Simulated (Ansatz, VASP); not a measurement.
**TiO2: VASP beside Ansatz**

```
Ti O
1.0
     4.60216    0.00000    0.00000
     0.00000    4.60238    0.00000
     0.00000    0.00000    2.95336
Ti O
2 4
Direct
  0.50000 0.50000 0.50000
  0.00000 0.00000 0.00000
  0.30506 0.30511 0.00000
  0.80506 0.19489 0.50000
  0.19494 0.80511 0.50000
  0.69494 0.69489 0.00000
```

Alike in both runs: functional r2SCAN; k mesh 4 × 4 × 6; occupations gaussian, width 0.1 eV; no spin polarisation.

Ansatz relaxed the structure, and its values are those at the end. VASP's run is a single point on that final structure, the one shown.

|  | VASP | Ansatz |
| --- | --- | --- |
| version | VASP 6.6.1 | Ansatz 0.2.0 |
| potentials or method | VASP PAW PBE potentials, release 64 (Ti_sv, O) | scalar-relativistic, plane waves, PAW |
| plane-wave cutoff (eV) | 520 | 500 |
| valence electrons in the cell | 48 | 48 |

Ansatz gave:

* gap on the k mesh at the Fermi level (eV): 2.23
* least direct gap on the mesh (eV): 2.23
* pressure (GPa): -0.3
* rms of the force components (eV/Å): 0.025

Problem. Which values does VASP return?

Solution. gap on the k mesh at the Fermi level (eV): 2.24; least direct gap on the mesh (eV): 2.24; pressure (GPa): 0.9; rms of the force components (eV/Å): 0.042.

Caveats: the PAW data sets were made with another functional, which shifts forces and pressure a little (VASP). A k mesh can miss the band edges.
